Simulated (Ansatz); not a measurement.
MoS2, DFT, PBE, all-electron LAPW, scalar-relativistic (Ansatz 0.2.0), run on 1 thread of Intel(R) Xeon(R) Platinum 8488C (Sapphire Rapids) on a shared host.

The geometry is COD entry 9007661, unchecked; take it as a test cell. The listed cell was then made from it by scaling, straining or moving an atom.

Command: `ansatz run input.yaml --threads 1 --pin off --max-ram 4096MiB --backend cpu --events-out ev --progress --plain --runs-dir out`

```yaml
crystal:
  lattice:
    - [1.5601261102, 0.9007392297, 6.0405721524]
    - [-1.5601261102, 0.9007392297, 6.0405721524]
    - [0.0, -1.8014784593, 6.0405721524]
  atoms:
    - { symbol: Mo, position: [0.0, 0.0, 0.0] }
    - { symbol: S, position: [0.7484, 0.7484, 0.7484] }
    - { symbol: S, position: [0.5849, 0.5849, 0.5849] }
kpoints:
  mp_grid: { grid: [13, 13, 13] }
  band_path:
    path:
      - [0.0, 0.0, 0.0]
      - [0.5, 0.5, 0.5]
      - [0.8185098338, 0.1814901662, 0.5]
      - [0.5, -0.1814901662, 0.1814901662]
      - [0.5, 0.0, 0.0]
      - [0.0, 0.0, 0.0]
      - [0.3407450831, -0.3407450831, 0.0]
      - [0.6592549169, 0.0, 0.3407450831]
      - [0.5, 0.0, 0.5]
    npoints: 5
scf:
  occupations: { method: fermi_dirac, width: 0.05 }
hamiltonian:
  xc: pbe
  pseudopotentials: { kind: all_electron, lapw: { basis_error: 0.0005 } }
output:
  forces: true
  stress: true
  eigenvalues: true
```

Question: How large is the problem that the program sets up?

Answer: 231 irreducible k-points, 611 plane waves at Γ, 36 bands.

Question: Estimate the wall time and the peak memory.

Answer: 3.1 min of wall time for 10 SCF iterations, with a peak of 1 GiB. Times on shared machines scatter by tens of per cent.
